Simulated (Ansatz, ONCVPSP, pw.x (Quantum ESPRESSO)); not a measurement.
**From atom to crystal: ONCV potential for Ta**

- Element: tantalum
- Generator: ONCVPSP 4.0.1
- Type: optimised norm-conserving Vanderbilt (ONCV)
- Functional: PBE
- Relativity: scalar-relativistic
- Frozen core: [Kr] 4d10 4f14 5s2
- Valence charge: 11
- Reference configuration: 5p6 5d3 6s2
- Partial waves: 6s: rc 2.90 bohr, ncon 3, nbas 8, qcut 2.1 1/bohr, 2 projectors, debl 2 Ha; 5p: rc 2.10 bohr, ncon 5, nbas 9, qcut 6.3 1/bohr, 2 projectors, debl 4 Ha; 5d: rc 2.95 bohr, ncon 5, nbas 10, qcut 4.2 1/bohr, 2 projectors, debl 1.7 Ha
- Local potential: polynomial inside 1.65 bohr (lpopt 2, dvloc0 2 Ha)
- Core correction: Teter function, fcfact 6, rcfact 1.2

Atomic tests: cutoffs needed: 10 Ha and 22 Ha (the cutoffs (Ha) at which the residual kinetic energy of the hardest occupied pseudo-wave falls to 1 and 0.1 mHa per electron) The cutoffs count occupied waves only; projector 2 of the s channel, the hardest unoccupied one, needs 29 Ha at the loose tolerance.; ghost test: no bound ghost flagged; GHOST(+) flagged for s at 56.6 eV; largest excitation error: +39 meV (all-electron minus pseudo) for 5p6 5d2 6s2, out of 4 test configurations.

Crystal test: fcc Ta in pw.x 7.5, no spin, 13³ k-points, Fermi–Dirac smearing 0.01 Ry, cutoffs 55/220 Ry. The reference is all-electron LAPW (Ansatz 0.2.0) with the same functional, mesh and smearing; V0 and B0 come from Birch–Murnaghan fits to the pressures at five volumes. Errors are pseudo minus all-electron; Δ is the rms difference of the E(V) curves that follow from these fits, minima aligned, over ±6 % about the mean V0. Mesh and smearing are coarse, so the numbers serve the comparison and aren't converged zero-temperature values; the lattice is a test structure that the element need not adopt.

All-electron: a0 = 4.224 Å (V0 = 18.84 Å³/atom), B0 = 188.4 GPa.

How far does the potential miss the all-electron equation of state?

mean pressure error (GPa): -0.87; a0 (Å): 4.218; a0 error (%): -0.16; B0 error (%): -1.9; Δ (meV/atom): 3.8. The largest radius (2.95 bohr) exceeds half the bond length (2.83 bohr), so the spheres overlap, which is one possible source of error among others.

```
V (Å³/atom)  P all-electron (GPa)  P pseudo (GPa)
     17.984                  9.60            8.37
     18.458                  4.06            3.04
     18.931                 -0.85           -1.70
     19.404                 -5.22           -5.92
     19.878                 -9.10           -9.67
```

At the middle volume, how do free energy and pressure move when the wave cutoff is lowered (ecutrho kept at four times it)?

| cutoff (Ry) | shift of F (meV/atom) | shift of P (GPa) |
| --- | --- | --- |
| 25 | +29.3 | -0.77 |
| 33 | +15.5 | +0.01 |
| 44 | +4.2 | +0.01 |

The run at the middle volume (84 k-points, 7 iterations) took about 9.5 s on one core of a shared host (Intel(R) Xeon(R) 6975P-C, 192 threads, 378 GiB, load 136).
